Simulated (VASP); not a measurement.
# BN (F-43m) in VASP: further runs, part 3 of 3

VASP 6.6.1. The steps go on from the part before.

## 5. G0W0 quasiparticle levels, PBE

File POSCAR:

```
BN
1.0
    0.0000000000      1.8130010000      1.8130010000
    1.8130010000      0.0000000000      1.8130010000
    1.8130010000      1.8130010000      0.0000000000
N B
1 1
Direct
    0.2500000000      0.2500000000      0.2500000000
    0.0000000000      0.0000000000      0.0000000000
```

File INCAR.step1:

```
SYSTEM = BN
PREC = Accurate
ENCUT = 450
EDIFF = 1E-8
ISMEAR = 0
SIGMA = 0.01
LREAL = .FALSE.
LASPH = .TRUE.
NELM = 80
ALGO = Normal
LWAVE = .TRUE.
LCHARG = .FALSE.
GGA = PE
```

File INCAR.step2:

```
SYSTEM = BN
PREC = Accurate
ENCUT = 450
EDIFF = 1E-8
ISMEAR = 0
SIGMA = 0.01
LREAL = .FALSE.
LASPH = .TRUE.
NELM = 1
ALGO = Exact
LWAVE = .TRUE.
LCHARG = .FALSE.
GGA = PE
NBANDS = 51
LOPTICS = .TRUE.
ISTART = 1
```

File INCAR.step3:

```
SYSTEM = BN
PREC = Accurate
ENCUT = 450
EDIFF = 1E-8
ISMEAR = 0
SIGMA = 0.01
LREAL = .FALSE.
LASPH = .TRUE.
ALGO = EVGW0
LWAVE = .FALSE.
LCHARG = .FALSE.
GGA = PE
NELMGW = 1
NBANDS = 51
ENCUTGW = 200
NOMEGA = 48
PRECFOCK = Fast
ISTART = 1
NBANDSGW = 12
```

File KPOINTS:

```
Automatic mesh
0
G
  3 3 3
  0 0 0
```

Potentials or basis: VASP PAW PBE potentials, release 64 (N_GW, B_GW).

Launch:

```sh
$ cat potpaw_PBE.64/N_GW/POTCAR potpaw_PBE.64/B_GW/POTCAR > POTCAR
$ cp INCAR.step1 INCAR
$ mpirun -np 1 vasp_std > vasp.out
$ cp INCAR.step2 INCAR
$ mpirun -np 1 vasp_std > vasp.out
$ cp INCAR.step3 INCAR
$ mpirun -np 1 vasp_std > vasp.out
```

OUTCAR:

```text
SYSTEM = BN
   PREC = Accurate
   ENCUT = 450
   EDIFF = 1E-8
   ISMEAR = 0
   LREAL = .FALSE.
   LASPH = .TRUE.
   GGA = PE
   NELMGW = 1
   ENCUTGW = 200
   PRECFOCK = Fast
   ISTART = 1

 Found      4 irreducible k-points:

 Following reciprocal coordinates:
            Coordinates               Weight
  0.000000  0.000000  0.000000      1.000000
  0.333333  0.000000  0.000000      8.000000
  0.333333  0.333333  0.000000      6.000000
 -0.333333  0.333333  0.000000     12.000000
   k-points           NKPTS =      4   k-points in BZ     NKDIM =     27   number of bands    NBANDS=     51
   number of dos      NEDOS =    301   number of ions     NIONS =      2
   total plane-waves  NPLWV =   5832
   dimension x,y,z NGX =    18 NGY =   18 NGZ =   18
   dimension x,y,z NGXF=    36 NGYF=   36 NGZF=   36
   ions per type =               1   1
   NGX,Y,Z   is equivalent  to a cutoff of  11.67, 11.67, 11.67 a.u.
   NGXF,Y,Z  is equivalent  to a cutoff of  23.34, 23.34, 23.34 a.u.
 SYSTEM =  BN
   PREC   = accura    normal or accurate (medium, high low for compatibility)
   ISTART =      1    job   : 0-new  1-cont  2-samecut
   ICHARG =      0    charge: 1-file 2-atom 10-const
   ISPIN  =      1    spin polarized calculation?
   LNONCOLLINEAR =      F non collinear calculations
   LSORBIT =      F    spin-orbit coupling
   LASPH  =      T    aspherical Exc in radial PAW
   ENCUT  =  450.0 eV  33.07 Ry    5.75 a.u.   4.43  4.43  4.43*2*pi/ulx,y,z
   NELM   =     60;   NELMIN=  2; NELMDL=  0     # of ELM steps
   EDIFF  = 0.1E-07   stopping-criterion for ELM
   LREAL  =      F    real-space projection
   EDIFFG = 0.1E-06   stopping-criterion for IOM
   NSW    =      0    number of steps for IOM
   IBRION =     -1    ionic relax: 0-MD 1-quasi-New 2-CG
   NFREE  =      0    steps in history (QN), initial steepest desc. (CG)
   ISIF   =      0    stress and relaxation
   ISYM   =      3    0-nonsym 1-usesym 2-fastsym
   POTIM  = 0.5000    time-step for ionic-motion
   TEBEG  =    0.0;   TEEND  =   0.0 temperature during run
   PSTRESS=    0.0 pullay stress
   NELECT =       8.0000    total number of electrons
   NUPDOWN=      -1.0000    fix difference up-down
   EMIN   =  10.00;   EMAX   =-10.00  energy-range for DOS
   EFERMI =   0.00;   METHOD = LEGACY
   ISMEAR =     0;   SIGMA  =   0.01  broadening in eV -4-tet -1-fermi 0-gaus
   EFERMI_NEDOS =   21; number of points for ismear=-14 and -15
   IALGO  =     38    algorithm
   IMIX   =      4    mixing-type and parameters
     AMIX     =   0.40;   BMIX     =  1.00
     AMIX_MAG =   1.60;   BMIX_MAG =  1.00
  volume/ion in A,a.u.               =       5.96        40.22
  Fermi-wavevector in a.u.,A,eV,Ry     =   1.433387  2.708709 27.954506  2.054598
  Thomas-Fermi vector in A             =   2.552911
   LORBIT       =      0    0 simple, 1 ext, 2 COOP (PROOUT), +10 PAW based schemes
   GGA     = PE    functional components
   LHFCALC =     T    Hartree Fock is set to
   PRECFOCK=fast      Normal, Fast or Accurate (Low or Medium for compatibility)
   ENCUT4O =  -1.0   cutoff for four orbital integrals eV
   NKREDX  =     1    reduce k-point grid by
   NKREDY  =     1    reduce k-point grid by
   NKREDZ  =     1    reduce k-point grid by
   AEXX    =    1.0000 exact exchange contribution
   HFSCREEN=    0.0000 screening length (either q_TF or 0.3 A-1)
   HFSCREENC=   0.0000 screening length for correlation (either q_TF or 0.3 A-1)
   ENCUTFOCK=  -1.0 apply spherical cutoff to Coloumb kernel
   IVDW    =     0    specifies the selected vdW correction
   LEPSILON=     F    determine dielectric tensor
   LRPA    =     F    only Hartree local field effects (RPA)
   LRPAFORCE           =     F    calculate RPA forces
   ENCUTGW             = 200.0    cutoff for response function in eV
   ENCUTGWSOFT         = 160.0    soft cutoff for Coulomb kernel in GW response function in eV
   ENCUTLF             =  -1.0    cutoff for local field effects
   NELMGW              =     1    number of iterations in solving QP/BSE equation
   NELMHF              =     1    number of iterations in the inner HF iteration
   NKREDLFX            =     1    NKREDLFY  =   1   NKREDLFZ  =   1
 non-spin polarized calculation
 Gauss-broadening in eV      SIGMA  =   0.01
  energy-cutoff  :      450.00
  volume of cell :       11.92
 maximum number of plane-waves:       259
 NGX is ok and might be reduce to    18
  NGX = 12; NGY = 12; NGZ = 12
   NGX =  9   NGY =  9   NGZ =  9
 maximum number of plane-waves:        81

 QP shifts <psi_nk| G(iteration)W_0 |psi_nk>: iteration 1
 for sc-GW calculations column KS-energies equals QP-energies in previous step
 and V_xc(KS)=  KS-energies - (<T + V_ion + V_H > + <T+V_H+V_ion>^1  + <V_x>^1)

 k-point   1 :       0.0000    0.0000    0.0000
  band No.  KS-energies  QP-energies   sigma(KS)   V_xc(KS)     V^pw_x(r,r')   Z            occupation Imag(sigma)

      1     -12.7045     -14.7690     -18.0817     -15.4437     -26.3915       0.7826       2.0000       1.4830
      2       7.4800       6.6679     -19.2476     -18.2590     -22.3910       0.8214       2.0000       0.1054
      3       7.4800       6.6679     -19.2476     -18.2590     -22.3910       0.8214       2.0000       0.1054
      4       7.4800       6.6679     -19.2476     -18.2590     -22.3910       0.8214       2.0000       0.1054
      5      16.1541      17.4173     -12.2084     -13.7408      -6.6858       0.8243       0.0000      -0.1329
      6      16.1541      17.4173     -12.2084     -13.7408      -6.6858       0.8243       0.0000      -0.1329
      7      16.1541      17.4173     -12.2084     -13.7408      -6.6858       0.8243       0.0000      -0.1329
      8      17.6446      18.7093     -14.0667     -15.3925      -8.0853       0.8031       0.0000      -0.1627
      9      31.9542      32.3885     -10.8044     -11.3463      -3.2201       0.8015       0.0000      -0.6686
     10      35.0433      36.1637     -11.9128     -13.2558      -5.3479       0.8342       0.0000      -0.5469
     11      35.0433      36.1637     -11.9128     -13.2558      -5.3479       0.8342       0.0000      -0.5469
     12      35.6373      36.2490     -10.2448     -10.9827      -2.9663       0.8290       0.0000      -0.8602
[... 36 lines left out ...]
      1      -7.3843      -9.0700     -19.4087     -17.2314     -26.7577       0.7743       2.0000       0.8824
      2      -0.9236      -2.3992     -16.8653     -14.9926     -21.3312       0.7879       2.0000       0.2197
      3       0.1065      -1.3521     -17.2282     -15.3973     -21.5376       0.7967       2.0000       0.1897
      4       3.9902       2.8859     -18.0804     -16.7145     -21.7092       0.8085       2.0000       0.1314
      5      15.2084      16.0471     -12.0752     -13.0861      -6.8133       0.8297       0.0000      -0.1282
      6      21.7399      23.1567     -14.2100     -15.9843      -7.8310       0.7985       0.0000      -0.2174
      7      21.9107      23.5026     -13.3423     -15.3419      -6.6763       0.7961       0.0000      -0.2334
      8      23.3440      24.8663     -13.5824     -15.5300      -6.4707       0.7817       0.0000      -0.2919
      9      25.4984      26.5601     -12.0525     -13.3611      -5.6086       0.8113       0.0000      -0.2649
     10      32.3255      33.2732     -11.2142     -12.3564      -4.7162       0.8297       0.0000      -0.4908
     11      34.0402      35.4700     -12.3930     -14.2195      -4.1780       0.7828       0.0000      -0.8235
     12      42.0541      42.8464     -10.5992     -11.5505      -2.9540       0.8329       0.0000      -1.2278
```

OUTCAR.step2:

```text
SYSTEM = BN
   PREC = Accurate
   ENCUT = 450
   EDIFF = 1E-8
[... 519 lines left out ...]
  --------------------------------------------------------------------------------------------------------------
     0.00000     6.34582     6.34582     6.34582     0.00000    -0.00000     0.00000
     1.81351     6.49078     6.49078     6.49078     0.00000    -0.00000     0.00000
     3.62703     6.99086     6.99086     6.99086     0.00000    -0.00000     0.00000
     5.44054     8.11556     8.11556     8.11556     0.00000    -0.00000     0.00000
     7.25406    11.07175    11.07175    11.07175     0.00000    -0.00000     0.00000
     9.06757    12.11881    12.11881    12.11881     0.00000    -0.00000     0.00000
[... 92 lines left out ...]
   177.72444     0.96651     0.96651     0.96651    -0.00000     0.00000    -0.00000
   179.53795     0.96723     0.96723     0.96723    -0.00000     0.00000    -0.00000
```

It took 4.8 s on 1 thread of Intel Xeon Platinum 8375C at 2.90GHz (Ice Lake), shared host; peak memory 0.12 GiB.

The run converged, but some of its settings lie outside the range that counts as converged, so its numbers aren't taken as properties of the crystal.

What came out:

| Property | Result |
| --- | --- |
| Band gap on the k mesh, mean-field level | 5.58 eV, indirect (least direct gap 8.67 eV) |
| Quasiparticle gap | 7.15 eV |
| Least direct quasiparticle gap | 10.75 eV |

Caveat: the k mesh is coarse (spacing up to 1.00 Å⁻¹), so the values aren't converged; bands, screening cutoff and mesh are small and nothing is extrapolated, so the quasiparticle values aren't converged; an odd mesh through Γ misses points on the zone boundary, where band edges often lie.

## 6. G0W0 quasiparticle levels, PBE

POSCAR is that of step 5.

INCAR.step1 is that of step 5.

INCAR.step2, as its differences from that of step 5:

```diff
@@ -13,3 +13,3 @@
 GGA = PE
-NBANDS = 51
+NBANDS = 32
 LOPTICS = .TRUE.
```

INCAR.step3, as its differences from that of step 5:

```diff
@@ -13,4 +13,4 @@
 NELMGW = 1
-NBANDS = 51
-ENCUTGW = 200
+NBANDS = 32
+ENCUTGW = 150
 NOMEGA = 48
```

File KPOINTS:

```
Automatic mesh
0
G
  5 5 5
  0 0 0
```

Potentials or basis: VASP PAW PBE potentials, release 64 (N_GW, B_GW).

Launch:

```sh
$ cat potpaw_PBE.64/N_GW/POTCAR potpaw_PBE.64/B_GW/POTCAR > POTCAR
$ cp INCAR.step1 INCAR
$ mpirun -np 1 vasp_std > vasp.out
$ cp INCAR.step2 INCAR
$ mpirun -np 1 vasp_std > vasp.out
$ cp INCAR.step3 INCAR
$ mpirun -np 1 vasp_std > vasp.out
```

OUTCAR:

```text
SYSTEM = BN
   PREC = Accurate
   ENCUT = 450
   EDIFF = 1E-8
   ISMEAR = 0
   LREAL = .FALSE.
   LASPH = .TRUE.
   GGA = PE
   NELMGW = 1
   ENCUTGW = 150
   PRECFOCK = Fast
   ISTART = 1

 Found     10 irreducible k-points:

 Following reciprocal coordinates:
            Coordinates               Weight
  0.000000  0.000000  0.000000      1.000000
  0.200000  0.000000  0.000000      8.000000
  0.400000  0.000000  0.000000      8.000000
  0.200000  0.200000  0.000000      6.000000
  0.400000  0.200000  0.000000     24.000000
 -0.400000  0.200000  0.000000     24.000000
   k-points           NKPTS =     10   k-points in BZ     NKDIM =    125   number of bands    NBANDS=     32
   number of dos      NEDOS =    301   number of ions     NIONS =      2
   total plane-waves  NPLWV =   5832
   dimension x,y,z NGX =    18 NGY =   18 NGZ =   18
   dimension x,y,z NGXF=    36 NGYF=   36 NGZF=   36
   ions per type =               1   1
   NGX,Y,Z   is equivalent  to a cutoff of  11.67, 11.67, 11.67 a.u.
   NGXF,Y,Z  is equivalent  to a cutoff of  23.34, 23.34, 23.34 a.u.
 SYSTEM =  BN
   PREC   = accura    normal or accurate (medium, high low for compatibility)
   ISTART =      1    job   : 0-new  1-cont  2-samecut
   ICHARG =      0    charge: 1-file 2-atom 10-const
   ISPIN  =      1    spin polarized calculation?
   LNONCOLLINEAR =      F non collinear calculations
   LSORBIT =      F    spin-orbit coupling
   LASPH  =      T    aspherical Exc in radial PAW
   ENCUT  =  450.0 eV  33.07 Ry    5.75 a.u.   4.43  4.43  4.43*2*pi/ulx,y,z
   NELM   =     60;   NELMIN=  2; NELMDL=  0     # of ELM steps
   EDIFF  = 0.1E-07   stopping-criterion for ELM
   LREAL  =      F    real-space projection
   EDIFFG = 0.1E-06   stopping-criterion for IOM
   NSW    =      0    number of steps for IOM
   IBRION =     -1    ionic relax: 0-MD 1-quasi-New 2-CG
   NFREE  =      0    steps in history (QN), initial steepest desc. (CG)
   ISIF   =      0    stress and relaxation
   ISYM   =      3    0-nonsym 1-usesym 2-fastsym
[... 15 lines left out ...]
  Thomas-Fermi vector in A             =   2.552911
   LORBIT       =      0    0 simple, 1 ext, 2 COOP (PROOUT), +10 PAW based schemes
   GGA     = PE    functional components
   LHFCALC =     T    Hartree Fock is set to
   PRECFOCK=fast      Normal, Fast or Accurate (Low or Medium for compatibility)
   ENCUT4O =  -1.0   cutoff for four orbital integrals eV
   NKREDX  =     1    reduce k-point grid by
   NKREDY  =     1    reduce k-point grid by
   NKREDZ  =     1    reduce k-point grid by
   AEXX    =    1.0000 exact exchange contribution
   HFSCREEN=    0.0000 screening length (either q_TF or 0.3 A-1)
   HFSCREENC=   0.0000 screening length for correlation (either q_TF or 0.3 A-1)
   ENCUTFOCK=  -1.0 apply spherical cutoff to Coloumb kernel
   IVDW    =     0    specifies the selected vdW correction
   LEPSILON=     F    determine dielectric tensor
   LRPA    =     F    only Hartree local field effects (RPA)
   LRPAFORCE           =     F    calculate RPA forces
   ENCUTGW             = 150.0    cutoff for response function in eV
   ENCUTGWSOFT         = 120.0    soft cutoff for Coulomb kernel in GW response function in eV
   ENCUTLF             =  -1.0    cutoff for local field effects
   NELMGW              =     1    number of iterations in solving QP/BSE equation
   NELMHF              =     1    number of iterations in the inner HF iteration
   NKREDLFX            =     1    NKREDLFY  =   1   NKREDLFZ  =   1
 non-spin polarized calculation
 Gauss-broadening in eV      SIGMA  =   0.01
  energy-cutoff  :      450.00
  volume of cell :       11.92
 maximum number of plane-waves:       271
 NGX is ok and might be reduce to    18
  NGX = 12; NGY = 12; NGZ = 12
   NGX =  9   NGY =  9   NGZ =  9
 maximum number of plane-waves:        59

 QP shifts <psi_nk| G(iteration)W_0 |psi_nk>: iteration 1
 for sc-GW calculations column KS-energies equals QP-energies in previous step
 and V_xc(KS)=  KS-energies - (<T + V_ion + V_H > + <T+V_H+V_ion>^1  + <V_x>^1)

 k-point   1 :       0.0000    0.0000    0.0000
  band No.  KS-energies  QP-energies   sigma(KS)   V_xc(KS)     V^pw_x(r,r')   Z            occupation Imag(sigma)

      1     -12.7746     -14.6370     -17.8477     -15.4665     -26.4500       0.7821       2.0000       1.5205
      2       7.3611       6.7912     -18.9484     -18.2565     -21.9136       0.8237       2.0000       0.0923
      3       7.3611       6.7912     -18.9484     -18.2565     -21.9136       0.8237       2.0000       0.0923
      4       7.3611       6.7912     -18.9484     -18.2565     -21.9136       0.8237       2.0000       0.0923
      5      16.1293      17.6756     -11.8895     -13.7507      -6.9425       0.8309       0.0000      -0.1193
      6      16.1293      17.6756     -11.8895     -13.7507      -6.9425       0.8309       0.0000      -0.1193
      7      16.1293      17.6756     -11.8895     -13.7507      -6.9425       0.8309       0.0000      -0.1193
      8      17.5523      18.9369     -13.7136     -15.4132      -8.3628       0.8147       0.0000      -0.1449
      9      31.9279      32.6433     -10.4947     -11.3986      -3.2929       0.7915       0.0000      -0.6182
     10      35.0219      36.5743     -11.4259     -13.2705      -5.4154       0.8416       0.0000      -0.6011
     11      35.0219      36.5743     -11.4259     -13.2705      -5.4154       0.8416       0.0000      -0.6011
     12      35.6198      36.5205      -9.9553     -11.0391      -3.0244       0.8310       0.0000      -0.9185
[... 68 lines left out ...]
      1      -8.0936      -9.5581     -18.9051     -16.9695     -26.6763       0.7566       2.0000       0.8628
      2      -2.2750      -3.7191     -16.5799     -14.7216     -21.5680       0.7771       2.0000       0.2613
      3       2.5282       1.4141     -17.6313     -16.2483     -21.4881       0.8055       2.0000       0.1395
      4       4.6079       3.7347     -18.0697     -16.9986     -21.5034       0.8152       2.0000       0.1130
      5      16.2663      17.5174     -11.8174     -13.3170      -6.9123       0.8343       0.0000      -0.1205
      6      20.0713      21.8392     -12.4971     -14.6794      -6.7378       0.8101       0.0000      -0.1693
      7      20.1106      21.6953     -13.3101     -15.2728      -7.6617       0.8075       0.0000      -0.1684
      8      22.9530      24.8699     -13.7414     -16.1844      -7.2464       0.7846       0.0000      -0.2450
      9      27.5762      28.9095     -11.2584     -12.9293      -4.6816       0.7980       0.0000      -0.3383
     10      32.2627      33.5754     -11.1034     -12.6977      -4.6967       0.8234       0.0000      -0.5660
     11      33.9108      35.5577     -11.9154     -13.9928      -4.1293       0.7927       0.0000      -0.8891
     12      38.2460      39.3670     -10.4001     -11.7477      -3.4303       0.8319       0.0000      -1.0433

 [... further k-points ...]
```

OUTCAR.step2:

```text
SYSTEM = BN
   PREC = Accurate
   ENCUT = 450
   EDIFF = 1E-8
[... 562 lines left out ...]
  --------------------------------------------------------------------------------------------------------------
     0.00000     4.94596     4.94596     4.94596     0.00000     0.00000    -0.00000
     1.42172     5.00194     5.00194     5.00194     0.00000     0.00000    -0.00000
     2.84344     5.18355     5.18355     5.18355     0.00000     0.00000    -0.00000
     4.26516     5.53413     5.53413     5.53413     0.00000     0.00000    -0.00000
     5.68688     6.16552     6.16552     6.16552     0.00000     0.00000    -0.00000
     7.10860     7.41109     7.41109     7.41109     0.00000     0.00000    -0.00000
[... 92 lines left out ...]
   139.32865     0.95228     0.95228     0.95228    -0.00000    -0.00000     0.00000
   140.75037     0.95330     0.95330     0.95330    -0.00000    -0.00000     0.00000
```

It took 13 s on 1 thread of Intel Xeon Platinum 8375C at 2.90GHz (Ice Lake), shared host; peak memory 0.14 GiB.

The run converged, but some of its settings lie outside the range that counts as converged, so its numbers aren't taken as properties of the crystal.

What came out:

```
Band gap on the k mesh, mean-field level : 4.92 eV, indirect (least direct gap 8.77 eV)
Quasiparticle gap                        : 6.43 eV
Least direct quasiparticle gap           : 10.88 eV
```

Caveat: the k mesh is coarse (spacing up to 0.60 Å⁻¹), so the values aren't converged; bands, screening cutoff and mesh are small and nothing is extrapolated, so the quasiparticle values aren't converged; an odd mesh through Γ misses points on the zone boundary, where band edges often lie.
